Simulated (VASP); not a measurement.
# WC (Qusongite) (P-6m2) in VASP: further runs, part 2 of 2

VASP 6.6.1. The steps go on from the part before.

## Step 4: Relaxation of cell and atoms, r2SCAN

The input, INCAR:

```
  PREC = Accurate
  ENCUT = 600
  EDIFF = 1E-6
  ISMEAR = 1
  SIGMA = 0.1
  LREAL = F
  LASPH = T
  NELM = 80
  ALGO = Normal
  ISIF = 3
  LWAVE = F
  LCHARG = F
  METAGGA = R2SCAN
  LMIXTAU = T
  IBRION = 2
  NSW = 90
  EDIFFG = -0.01
```

The input, KPOINTS:

```
Automatic mesh
0
Gamma
  15 15 13
```

The input, POSCAR:

```
WC
1.0
    2.9065000000      0.0000000000      0.0000000000
   -1.4532500000      2.5171028361      0.0000000000
    0.0000000000      0.0000000000      2.8366000000
W C
1 1
Direct
    0.0000000000      0.0000000000      0.0000000000
    0.6666666667      0.3333333333      0.5000000000
```

Potentials or basis: VASP PAW PBE potentials, release 64 (W_sv, C).

On the command line:

```bash
$ cat potpaw_PBE.64/W_sv/POTCAR potpaw_PBE.64/C/POTCAR > POTCAR
$ mpirun -np 1 vasp_std > vasp.out
```

OUTCAR:

```text
PREC = Accurate
   ENCUT = 600
   EDIFF = 1E-6
   ISMEAR = 1
   LREAL = F
   LASPH = T
   NELM = 80
   ISIF = 3
   METAGGA = R2SCAN
   IBRION = 2
   NSW = 90
   EDIFFG = -0.01

 ion  position               nearest neighbor table
   1  0.000  0.000  0.000-   2 2.20   2 2.20   2 2.20   2 2.20   2 2.20   2 2.20
   2  0.667  0.333  0.500-   1 2.20   1 2.20   1 2.20   1 2.20   1 2.20   1 2.20

  LATTYP: Found a hexagonal cell.
 ALAT       =     2.9065000000
 C/A-ratio  =     0.9759504559

  Lattice vectors:

 A1 = (   2.9065000000,   0.0000000000,   0.0000000000)
 A2 = (  -1.4532500000,   2.5171028361,   0.0000000000)
 A3 = (   0.0000000000,   0.0000000000,   2.8366000000)

Analysis of symmetry for initial positions (statically):
=====================================================================
 Subroutine PRICEL returns:
 Original cell was already a primitive cell.

 Routine SETGRP: Setting up the symmetry group for a
 hexagonal supercell.

 Subroutine GETGRP returns: Found 12 space group operations
 (whereof 12 operations were pure point group operations)
 out of a pool of 24 trial point group operations.

The static configuration has the point symmetry D_3h.

Analysis of symmetry for dynamics (positions and initial velocities):
=====================================================================
 Subroutine PRICEL returns:
 Original cell was already a primitive cell.

 Routine SETGRP: Setting up the symmetry group for a
 hexagonal supercell.

 Subroutine GETGRP returns: Found 12 space group operations
 (whereof 12 operations were pure point group operations)
 out of a pool of 24 trial point group operations.

The dynamic configuration has the point symmetry D_3h.

 Subroutine INISYM returns: Found 12 space group operations
 (whereof 12 operations are pure point group operations),
 and found     1 'primitive' translations

----------------------------------------------------------------------------------------

                                     Primitive cell

  volume of cell :      20.7525

  direct lattice vectors                    reciprocal lattice vectors
     2.906500000  0.000000000  0.000000000     0.344056425  0.198641070  0.000000000
    -1.453250000  2.517102836  0.000000000     0.000000000  0.397282139  0.000000000
     0.000000000  0.000000000  2.836600000     0.000000000  0.000000000  0.352534725

  length of vectors
     2.906500000  2.906500000  2.836600000     0.397282139  0.397282139  0.352534725

  position of ions in fractional coordinates (direct lattice)
     0.000000000  0.000000000  0.000000000
     0.666666667  0.333333333  0.500000000

  ion indices of the primitive-cell ions
   primitive index   ion index
                 1           1
                 2           2

----------------------------------------------------------------------------------------

 KPOINTS: Automatic mesh

Automatic generation of k-mesh.
 Grid dimensions read from file:
 generate k-points for:   15   15   13

 Generating k-lattice:

  Cartesian coordinates                     Fractional coordinates (reciprocal lattice)
     0.022937095  0.013242738  0.000000000     0.066666667  0.000000000  0.000000000
[... 55 lines left out ...]
   LSORBIT =      F    spin-orbit coupling
   LASPH  =      T    aspherical Exc in radial PAW
   ENCUT  =  600.0 eV  44.10 Ry    6.64 a.u.   5.81  5.81  5.67*2*pi/ulx,y,z
   NELM   =     80;   NELMIN=  2; NELMDL= -5     # of ELM steps
   EDIFF  = 0.1E-05   stopping-criterion for ELM
   LREAL  =      F    real-space projection
   EDIFFG = -.1E-01   stopping-criterion for IOM
   NSW    =     90    number of steps for IOM
   IBRION =      2    ionic relax: 0-MD 1-quasi-New 2-CG
   NFREE  =      1    steps in history (QN), initial steepest desc. (CG)
   ISIF   =      3    stress and relaxation
   ISYM   =      2    0-nonsym 1-usesym 2-fastsym
   POTIM  = 0.5000    time-step for ionic-motion
   TEBEG  =    0.0;   TEEND  =   0.0 temperature during run
   PSTRESS=    0.0 pullay stress
   NELECT =      18.0000    total number of electrons
   NUPDOWN=      -1.0000    fix difference up-down
   EMIN   =  10.00;   EMAX   =-10.00  energy-range for DOS
   EFERMI =   0.00;   METHOD = LEGACY
   ISMEAR =     1;   SIGMA  =   0.10  broadening in eV -4-tet -1-fermi 0-gaus
   EFERMI_NEDOS =   21; number of points for ismear=-14 and -15
   IALGO  =     38    algorithm
   IMIX   =      4    mixing-type and parameters
     AMIX     =   0.40;   BMIX     =  1.00
     AMIX_MAG =   1.60;   BMIX_MAG =  1.00
  volume/ion in A,a.u.               =      10.38        70.02
  Fermi-wavevector in a.u.,A,eV,Ry     =   1.561262  2.950358 33.164744  2.437540
  Thomas-Fermi vector in A             =   2.664353
   LORBIT       =      0    0 simple, 1 ext, 2 COOP (PROOUT), +10 PAW based schemes
   METAGGA = R2SCAN    functional components
   LHFCALC =     F    Hartree Fock is set to
   AEXX    =    0.0000 exact exchange contribution
   IVDW    =     0    specifies the selected vdW correction
   LEPSILON=     F    determine dielectric tensor
   LRPA    =     F    only Hartree local field effects (RPA)
 conjugate gradient relaxation of ions
 non-spin polarized calculation
 Methfessel and Paxton  Order N= 1 SIGMA  =   0.10
  energy-cutoff  :      600.00
  volume of cell :       20.75
 maximum number of plane-waves:       704
 NGX is ok and might be reduce to    24
   NGX = 11   NGY = 11   NGZ = 11

--------------------------------------- Ionic step        1  -------------------------------------------

 number of electron      18.0000000 magnetization

 Free energy of the ion-electron system (eV)
  ---------------------------------------------------
  ext. energy  EPLUGINS =         0.00000000
  ---------------------------------------------------
  free energy    TOTEN  =       -61.61328966 eV

  energy without entropy =      -61.61338874  energy(sigma->0) =      -61.61332269

------------------------ aborting loop because EDIFF is reached ----------------------------------------

  FORCE on cell =-STRESS in cart. coord.  units (eV):
  Direction    XX          YY          ZZ          XY          YZ          ZX
  --------------------------------------------------------------------------------------
  -------------------------------------------------------------------------------------
  Total        0.4606060      0.4606060      0.3159247     -0.0000000     -0.0000000      0.0000000
  in kB       35.5607370     35.5607370     24.3907326     -0.0000000     -0.0000000      0.0000000
  external PRESSURE =      31.8374022 kB  Pullay stress =       0.0000000 kB
[... 167 lines left out ...]
--------------------------------------- Ionic step        6  -------------------------------------------

 number of electron      18.0000000 magnetization

 Free energy of the ion-electron system (eV)
  ---------------------------------------------------
  ext. energy  EPLUGINS =         0.00000000
  ---------------------------------------------------
  free energy    TOTEN  =       -61.61502089 eV

  energy without entropy =      -61.61509663  energy(sigma->0) =      -61.61504614

 E-fermi :  10.8325     XC(G=0): -14.9183

 val. band max:       10.8089524406   @ k =   0.0667   0.0667   0.3846
 cond. band min:      10.8709405228   @ k =   0.4667   0.0667   0.4615
 fundamental gap:      0.0619880823
 Fermi energy:        10.8324583729

 k-point     1 :       0.0000    0.0000    0.0000
  band No.  band energies     occupation
      1     -65.1109      2.00000
      2     -28.4120      2.00000
      3     -28.3173      2.00000
      4     -28.3173      2.00000
      5      -4.3277      2.00000
      6       6.4092      2.00000
      7       7.3879      2.00000
      8       7.3879      2.00000
      9      10.9724     -0.06360
     10      14.2360      0.00000
     11      14.2360      0.00000
     12      16.7786      0.00000
     13      16.7786      0.00000
[... 354 lines left out ...]
  band No.  band energies     occupation
      1     -65.0434      2.00000
      2     -29.0553      2.00000
      3     -28.6975      2.00000
      4     -28.2890      2.00000
      5      -0.5008      2.00000
      6       3.8290      2.00000
      7       6.6757      2.00000
      8       7.2631      2.00000
      9      10.8733      0.36850
     10      12.0814     -0.00000
     11      13.8510      0.00000
     12      15.0626      0.00000
     13      19.7702      0.00000

 [... further k-points ...]

------------------------ aborting loop because EDIFF is reached ----------------------------------------

  FORCE on cell =-STRESS in cart. coord.  units (eV):
  Direction    XX          YY          ZZ          XY          YZ          ZX
  --------------------------------------------------------------------------------------
  -------------------------------------------------------------------------------------
  Total        0.0063722      0.0063722      0.0052596      0.0000000     -0.0000000      0.0000000
  in kB        0.4881153      0.4881153      0.4028906      0.0000000     -0.0000000      0.0000000
  external PRESSURE =       0.4597071 kB  Pullay stress =       0.0000000 kB
[... 17 lines left out ...]
  FREE ENERGIE OF THE ION-ELECTRON SYSTEM (eV)
  ---------------------------------------------------
  free  energy   TOTEN  =       -61.6150208934 eV

  energy  without entropy=      -61.6150966281  energy(sigma->0) =      -61.61504614

 reached required accuracy - stopping structural energy minimisation
```

OSZICAR:

```text
N       E                     dE             d eps       ncg     rms          rms(c)
DAV:   1     0.821597453496E+02    0.82160E+02   -0.11022E+04  4914   0.175E+03
DAV:   2    -0.642946868804E+02   -0.14645E+03   -0.14268E+03  5584   0.421E+02
DAV:   3    -0.687011715098E+02   -0.44065E+01   -0.43680E+01  5987   0.667E+01
[... 58 lines left out ...]
DAV:   2    -0.616150486997E+02    0.11106E-03   -0.23896E-04  5199   0.163E-01    0.336E-02
DAV:   3    -0.616150194084E+02    0.29291E-04   -0.64521E-05  5184   0.867E-02    0.965E-03
DAV:   4    -0.616150222445E+02   -0.28361E-05   -0.73930E-06  5594   0.280E-02    0.426E-03
DAV:   5    -0.616150190021E+02    0.32424E-05   -0.30774E-06  4929   0.220E-02    0.263E-03
DAV:   6    -0.616150216024E+02   -0.26003E-05   -0.66781E-07  2472   0.105E-02    0.958E-04
DAV:   7    -0.616150208934E+02    0.70898E-06   -0.10381E-07  2467   0.417E-03
   6 F= -.61615021E+02 E0= -.61615046E+02  d E =-.469679E-04
```

CONTCAR:

```text
WC
   1.00000000000000
     2.9161513407100035   -0.0000000000000000    0.0000000000000000
    -1.4580756703550017    2.5254611423354474   -0.0000000000000000
     0.0000000000000000    0.0000000000000000    2.8400539197201393
  W               C
     1     1
Direct
     0.0000000000000000    0.0000000000000000    0.0000000000000000
     0.6666666667000030    0.3333333332999970    0.5000000000000000

  0.00000000E+00  0.00000000E+00  0.00000000E+00
  0.00000000E+00  0.00000000E+00  0.00000000E+00
```

Run time: 6.2 min. Hardware: 1 thread of Intel Xeon Platinum 8488C (Sapphire Rapids), shared host; peak memory 0.21 GiB.

Results:

```
Free energy                            : -61.6150 eV
Relaxed volume                         : 10.46 Å³/atom
Relaxed cell                           : a = 2.916 Å, b = 2.916 Å, c = 2.840 Å, α = 90.00°, β = 90.00°, γ = 120.00°
Space group after relaxing (to 0.05 Å) : P-6m2 (No. 187)
Energy gained by relaxing              : 0.9 meV/atom
Ionic steps                            : 6
Pressure after relaxing                : 0.0 GPa
Band gap on the k mesh                 : none (metal or under the smearing width)
```

The path:
```csv
step,energy change (eV),largest force (eV/Å),pressure (GPa),volume (Å³)
1,0.0000,0.0000,3.18,20.75
2,0.0105,0.0000,-8.34,21.38
3,-0.0017,0.0000,-0.09,20.92
4,-0.0017,0.0000,-0.07,20.92
5,-0.0017,0.0000,0.12,20.91
6,-0.0017,0.0000,0.05,20.92
```

Final structure:
```
W C
1.0
     2.91615    0.00000    0.00000
    -1.45808    2.52546    0.00000
     0.00000    0.00000    2.84005
W C
1 1
Direct
  0.00000 0.00000 0.00000
  0.66667 0.33333 0.50000
```

Levels at points of the mesh, in eV from the Fermi level:
| k point | band 7 | band 8 | band 9 | band 10 | band 11 | band 12 |
| --- | --- | --- | --- | --- | --- | --- |
| (0.00, 0.00, 0.00) | -3.44 | -3.44 | 0.14 | 3.40 | 3.40 | 5.95 |

Caveat: the PAW data sets were made with another functional, which shifts forces and pressure a little. Zero-point motion and thermal expansion aren't in these numbers.

## Step 5: Relaxation of cell and atoms, r2SCAN

This run uses another cell than the first one, of 10.46 Å³/atom, 1.008 times its volume.

INCAR: that of step 4 with these lines changed.

```diff
@@ -2,3 +2,3 @@
   ENCUT = 600
-  EDIFF = 1E-6
+  EDIFF = 1E-7
   ISMEAR = 1
@@ -16,2 +16,2 @@
   NSW = 90
-  EDIFFG = -0.01
+  EDIFFG = -0.005
```

KPOINTS is that of step 4.

The input, POSCAR:

```
WC                                      
1.0
    2.9161513407     -0.0000000000      0.0000000000
   -1.4580756704      2.5254611423     -0.0000000000
    0.0000000000      0.0000000000      2.8400539197
  W               C             
     1     1
Direct
     0.0000000000000000    0.0000000000000000    0.0000000000000000
     0.6666666667000030    0.3333333332999970    0.5000000000000000
```

On the command line:

```bash
$ cat potpaw_PBE.64/W_sv/POTCAR potpaw_PBE.64/C/POTCAR > POTCAR
$ mpirun -np 1 vasp_std > vasp.out
```

It took 2.4 min on 1 thread of Intel Xeon Platinum 8488C (Sapphire Rapids), shared host; peak memory 0.19 GiB.

The run converged. Its results:

| Property | Result |
| --- | --- |
| Free energy | -61.6153 eV |
| Pressure after relaxing | 0.0 GPa |
| Band gap on the k mesh | none (metal or under the smearing width) |

Final structure:
```
CELL_PARAMETERS angstrom
2.91615 0.00000 0.00000
-1.45808 2.52546 0.00000
0.00000 0.00000 2.84005
ATOMIC_POSITIONS crystal
W 0.00000 0.00000 0.00000
C 0.66667 0.33333 0.50000
```

Levels at points of the mesh, in eV from the Fermi level:
```csv
k point,band 6,band 7,band 8,band 9,band 10,band 11,band 12,band 13
"(0.00, 0.00, 0.00)",-4.42,-3.44,-3.44,0.14,3.40,3.40,5.95,5.95
```

Caveat: the relaxation stopped at its first step, so nothing moved; the PAW data sets were made with another functional, which shifts forces and pressure a little. The run has no spin-orbit coupling, so splittings on W are missing.

## Step 6: Relaxation of cell and atoms, LDA

The input, INCAR:

```
SYSTEM = WC
ALGO = Normal ; EDIFF = 1E-6
EDIFFG = -0.01 ; ENCUT = 600
IBRION = 2 ; ISIF = 3
ISMEAR = 1 ; KPAR = 2
LASPH = .TRUE. ; LCHARG = .FALSE.
LREAL = .FALSE. ; LWAVE = .FALSE.
NELM = 80 ; NSW = 90
PREC = Accurate ; SIGMA = 0.1
```

The input, KPOINTS:

```
k-points
0
G
  15 15 13
  0 0 0
```

The input, POSCAR:

```
WC
1.0
    2.9065000000      0.0000000000      0.0000000000
   -1.4532500000      2.5171028361      0.0000000000
    0.0000000000      0.0000000000      2.8366000000
W C
1 1
Direct
    0.0000000000      0.0000000000      0.0000000000
    0.6666666667      0.3333333333      0.5000000000
```

Potentials or basis: VASP PAW LDA potentials, release 64 (W_sv, C).

On the command line:

```bash
$ cat potpaw_LDA.64/W_sv/POTCAR potpaw_LDA.64/C/POTCAR > POTCAR
$ mpirun -np 2 vasp_std > vasp.out
```

Run time: 55 s. Hardware: 2 MPI ranks of Intel Xeon Platinum 8488C (Sapphire Rapids), shared host; peak memory 0.18 GiB.

Results (log left out):

| Item | Value |
| --- | --- |
| Free energy | -24.7027 eV |
| Relaxed volume | 10.18 Å³/atom |
| Relaxed cell | a = 2.889 Å, b = 2.889 Å, c = 2.818 Å, α = 90.00°, β = 90.00°, γ = 120.00° |
| Space group after relaxing (to 0.05 Å) | P-6m2 (No. 187) |
| Energy gained by relaxing | 4.5 meV/atom |
| Ionic steps | 7 |
| Pressure after relaxing | 0.1 GPa |
| Band gap on the k mesh | none (metal or under the smearing width) |

Step by step:
```csv
step,energy change (eV),largest force (eV/Å),pressure (GPa),volume (Å³)
1,0.0000,0.0000,-7.49,20.75
2,0.0712,0.0000,25.26,19.33
3,-0.0090,0.0000,-0.19,20.39
4,-0.0090,0.0000,-0.08,20.38
5,-0.0090,0.0000,0.08,20.37
6,-0.0090,0.0000,0.17,20.37
7,-0.0090,0.0000,0.13,20.37
```

Final structure:
```cif
data_structure
_symmetry_space_group_name_H-M 'P 1'
_symmetry_Int_Tables_number 1
_cell_length_a 2.8893
_cell_length_b 2.8893
_cell_length_c 2.8175
_cell_angle_alpha 90.000
_cell_angle_beta 90.000
_cell_angle_gamma 120.000
_cell_volume 20.37
loop_
_atom_site_label
_atom_site_type_symbol
_atom_site_fract_x
_atom_site_fract_y
_atom_site_fract_z
_atom_site_occupancy
W1 W 0.00000 0.00000 0.00000 1
C1 C 0.66667 0.33333 0.50000 1
```

Levels at points of the mesh, in eV from the Fermi level:
| k point | band 5 | band 6 | band 7 | band 8 | band 9 | band 10 | band 11 | band 12 | band 13 |
| --- | --- | --- | --- | --- | --- | --- | --- | --- | --- |
| (0.00, 0.00, 0.00) | -14.41 | -4.42 | -3.41 | -3.41 | 0.14 | 3.28 | 3.28 | 5.72 | 5.72 |

Spin-orbit coupling is left out, which matters for the levels of W. LDA usually gives volumes a few per cent too small.
